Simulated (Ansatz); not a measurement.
**Band structure of ZnO**

```xyz
2
Lattice="0.0000 2.1400 2.1400 2.1400 0.0000 2.1400 2.1400 2.1400 0.0000" Properties=species:S:1:pos:R:3 pbc="T T T"
Zn    0.0000    0.0000    0.0000
O     2.1400    2.1400    2.1400
```

Atoms are numbered in the order listed.

The cell comes from COD entry 1534836, which wasn't checked; take it as a given geometry.

The calculation used Ansatz 0.2.0, DFT, PBE, all-electron LAPW, scalar-relativistic.

Settings: a Γ-centred 10×10×10 k mesh, Fermi–Dirac smearing of 0.03 eV, basis error target 1 meV/atom, no spin polarisation.

Points in fractions of the reciprocal vectors of this cell: Γ (0, 0, 0), X (0.5, 0, 0.5), U (0.625, 0.25, 0.625), K (0.375, 0.375, 0.75), L (0.5, 0.5, 0.5), W (0.5, 0.25, 0.75). The path joins them by straight lines in the order Γ–X–U–K–Γ–L–W–X; legs that retrace an earlier one aren't tabulated. Energies are in eV from the top of the valence band.

(1) Is there a gap, and where are the band edges?

(2) List the levels between -20 and 10 eV at the symmetry points.

Results:

(1) 0.92 eV, indirect from L (0.5, 0.5, 0.5) to Γ.

(2) 
Γ: -18.56, -4.91 (×3), -4.69 (×2), -1.35 (×3), 0.92
X: -17.08, -5.54, -5.33, -4.49, -4.38 (×2), -4.06, -2.78 (×2), 4.27
U: -17.02, -5.85, -5.63, -5.28, -4.46, -4.44, -3.70, -3.12, -1.45, 6.11, 9.82
K: -17.02, -5.85, -5.63, -5.28, -4.46, -4.44, -3.70, -3.12, -1.45, 6.11, 9.82
L: -17.20, -7.36, -5.83 (×2), -4.49 (×2), -3.65, 0.00 (×2), 5.47, 9.12
W: -16.99, -5.65, -5.58 (×2), -4.38, -4.17, -3.43 (×2), -2.12, 6.89
